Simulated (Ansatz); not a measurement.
**CuO in Ansatz: the effect of Hubbard term**

CuO:

```xyz
4
Lattice="3.1755 0.0000 0.0000 0.0000 3.1755 0.0000 0.0000 0.0000 4.6495" Properties=species:S:1:pos:R:3 pbc="T T T"
Cu    0.0000    0.0000    0.0000
Cu    1.5877    1.5877    0.0000
O     1.5877    0.0000    1.2414
O     0.0000    1.5877    3.4081
```

The cell was built by a generator and needn't be a form met in nature.

Alike in all runs:

```yaml
Program: Ansatz 0.2.0
Task: band structure
Functional: PBE
Potentials_or_basis: Ansatz PAW
Cutoff: "420 eV (not typed: the program's choice for these potentials)"
k_mesh: 8 × 8 × 6
Occupations: fermi-dirac, width 0.05 eV
Spin: no spin polarisation
Path: "[[\"G\", \"X\", \"M\", \"G\", \"Z\", \"R\", \"A\", \"Z\"], [\"X\", \"R\"], [\"M\", \"A\"]]"
Points_for_each_segment_of_the_path: 14
Hubbard_projectors: ortho-atomic (the default)
Double_counting: fll (the default)
```

```tsv
Hubbard term	pressure (GPa)	largest force (eV/Å)
none	16.8	0.90
Cu d U = 1 eV	17.1	0.81
Cu d U = 2 eV	?	?
Cu d U = 3 eV	17.8	0.58
Cu d U = 4 eV	18.3	0.46
Cu d U = 5 eV	18.8	0.33
Cu d U = 6 eV	19.4	0.20
Cu d U = 8 eV	20.7	0.07
```

Q: What does the run with Hubbard term Cu d U = 2 eV give?

A: Pressure 17.4 GPa; largest force 0.70 eV/Å.

Worked out: A parabola through the other rows of the pressure, of slope 0.371 GPa per eV there, gives 17.4 GPa, against the run's 17.4. A parabola through the other rows of the largest force, of slope -0.118 eV/Å per eV there, gives 0.67 eV/Å, against the run's 0.70.

Caveats: the run has no spin polarisation, though such a crystal can be magnetic; U without spin polarisation on a metal has little footing (some runs).
